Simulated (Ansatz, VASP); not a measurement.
# Two plane-wave programs on SrO

INCAR

```
PREC = Accurate ; ENCUT = 520
EDIFF = 1E-6 ; ISMEAR = 0
SIGMA = 0.05 ; LREAL = F
LASPH = T ; NELM = 60
ALGO = Normal ; ISIF = 2
LWAVE = F ; LCHARG = F
GGA = CA ; NBANDS = 15
```

Contents of KPOINTS:

```
Automatic mesh
0
Gamma
  8 8 8
```

File POSCAR:

```
SrO
1.0
    0.0000000000      2.6340450000      2.5055550000
    2.6340450000      0.0000000000      2.5055550000
    2.6340450000      2.6340450000      0.0000000000
Sr O
1 1
Direct
    0.0000000000      0.0000000000      0.0000000000
    0.5000000000      0.5000000000      0.5000000000
```

Input for Ansatz:

```yaml
crystal:
  lattice:
    - [0.0, 2.634045, 2.505555]
    - [2.634045, 0.0, 2.505555]
    - [2.634045, 2.634045, 0.0]
  atoms:
    - { symbol: Sr, position: [0.0, 0.0, 0.0] }
    - { symbol: O, position: [0.5, 0.5, 0.5] }
basis:
  ecutwfc: 420
kpoints:
  mp_grid: { grid: [8, 8, 8] }
hamiltonian:
  xc: lda
scf:
  occupations: { method: gaussian, width: 0.05 }
output:
  forces: true
  stress: true
  eigenvalues: true
```

Change from the starting cell: strain +0.025 along x and y, -0.025 along z, atoms carried along.

Alike in both runs: task single point; functional LDA; k mesh 8 × 8 × 8; occupations gaussian, width 0.05 eV; no spin polarisation.

|  | VASP | Ansatz |
| --- | --- | --- |
| version | VASP 6.6.1 | Ansatz 0.2.0 |
| potentials or method | VASP PAW LDA potentials, release 64 (Sr_sv, O) | scalar-relativistic, plane waves, PAW |
| plane-wave cutoff (eV) | 520 | 420 |
| valence electrons in the cell | 16 | 16 |

```csv
,VASP,Ansatz,Ansatz less VASP
gap on the k mesh at the Fermi level (eV),2.87,2.93,+0.059
least direct gap on the mesh (eV),3.13,3.19,+0.051
pressure (GPa),-5.0,-5.6,-0.64
largest component of the traceless stress (GPa),4.14,3.86,-0.277
```

A k mesh can miss the band edges.
